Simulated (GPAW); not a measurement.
Runs of GPAW 26.7.0 on BN. It takes space group F-43m (No. 216, cubic). The conventional cell has a = 3.626 Å, b = 3.626 Å, c = 3.626 Å, α = 90.00°, β = 90.00°, γ = 90.00°. N (site symmetry -43m) has 4 B at 1.57 Å as nearest neighbours. B (site symmetry -43m) is surrounded by 4 N at 1.57 Å. The cell is a database's computed one.

| task | level | potentials or basis | cell | k mesh | cutoff (eV) | smearing | optimizer | fmax | max steps | convergence | displacement | mesh quality | gap on the mesh (eV) | pressure (GPa) | V0 of scaled cells (Å³/atom) | relaxed volume (Å³/atom) | B0 (GPa) |
| --- | --- | --- | --- | --- | --- | --- | --- | --- | --- | --- | --- | --- | --- | --- | --- | --- | --- |
| equation of state | PBEsol+D4 | PAW data sets generated in the run's folder for this functional, pw | as given | 10 × 10 × 10 | 800 | fermi-dirac 0.05 eV | - | - | - | - | - | not flagged | - | - | (d) | - | (a) |
| relaxation of cell and atoms | PBE+D3(BJ) | GPAW PAW data sets (gpaw-data 1.2.1), pw | relaxed | 13 × 13 × 13 | 800 | fermi-dirac 0.05 eV | BFGS | 0.01 eV/Å | 40 | density=1e-05 forces=0.0001 | - | not flagged | 4.56 | 0.1 | - | 5.84 | - |
| Born charges | vdW-DF-cx | GPAW PAW data sets (gpaw-data 1.2.1), pw | atoms relaxed | 7 × 7 × 7 | 680 | fermi-dirac 0.01 eV | - | - | - | density=1e-06 eigenstates=1e-09 | 0.01 | coarse | 4.69 | - | - | - | - |
| relaxation of cell and atoms | PBE+D4 | GPAW PAW data sets (gpaw-data 1.2.1), pw | relaxed | 13 × 13 × 13 | 800 | fermi-dirac 0.05 eV | FIRE | 0.02 eV/Å | 40 | density=1e-05 forces=0.0001 | - | not flagged | 4.56 | 0.4 | - | 5.84 | - |
| band structure | PBE | SG15 ONCV 1.2, pw | as given | 10 × 10 × 10 | 1100 | fermi-dirac 0.05 eV | - | - | - | - | - | not flagged | 4.53 | -1.5 | - | - | - |
| band structure | BLYP | PAW data sets generated in the run's folder for this functional, pw | as given | 13 × 13 × 13 | 800 | fermi-dirac 0.05 eV | - | - | - | - | - | not flagged | 4.93 | 5.2 | - | - | - |
| band structure | LDA | the program's PAW data sets (release 1.2.1) made for this functional, pw | as given | 10 × 10 × 10 | 800 | fermi-dirac 0.05 eV | - | - | - | - | - | not flagged | 4.35 | -15.5 | - | - | - |
| dielectric tensor | AM05 | PAW data sets generated in the run's folder for this functional, pw | as given | 10 × 10 × 10 | 600 | fermi-dirac 0.001 eV | - | - | - | - | - | not flagged | 4.28 | - | - | - | - |
| electron localisation function | RPBE | the program's PAW data sets (release 1.2.1) made for this functional, pw | as given | 8 × 8 × 8 | 680 | fermi-dirac 0.01 eV | - | - | - | - | - | coarse | 4.50 | 0.6 | - | - | - |
| band structure | LDA | JTH PAW 2.0, LDA, pw | as given | 10 × 10 × 10 | 800 | fermi-dirac 0.05 eV | - | - | - | - | - | not flagged | 4.34 | (c) | - | - | - |
| equation of state | PBE | PAW data sets generated in the run's folder for this functional, pw | as given | 10 × 10 × 10 | 800 | fermi-dirac 0.05 eV | - | - | - | - | - | not flagged | - | - | (b) | - | 372 |

Alike in all rows: no spin polarisation.

Question: Estimate the missing entries.

Answer: (a) 395; (b) 5.96; (c) -14.8; (d) 5.81.

Caveats: some runs use coarse meshes; an odd mesh through Γ misses points on the zone boundary, where band edges often lie (some runs); later steps reuse the first step's grids (some runs); the cutoff is short for stress and forces, so pressures can be off by a GPa or more (some runs); the LO-TO splitting is left out (some runs); the PAW data sets were made with another functional, which shifts forces and pressure a little (some runs); so large a pressure means that the cell lies far from this level's equilibrium, or that cutoff or potentials fall short (some runs); the long-wavelength limit can be off by a per cent or two (some runs).

Not every run made on this cell is shown here.
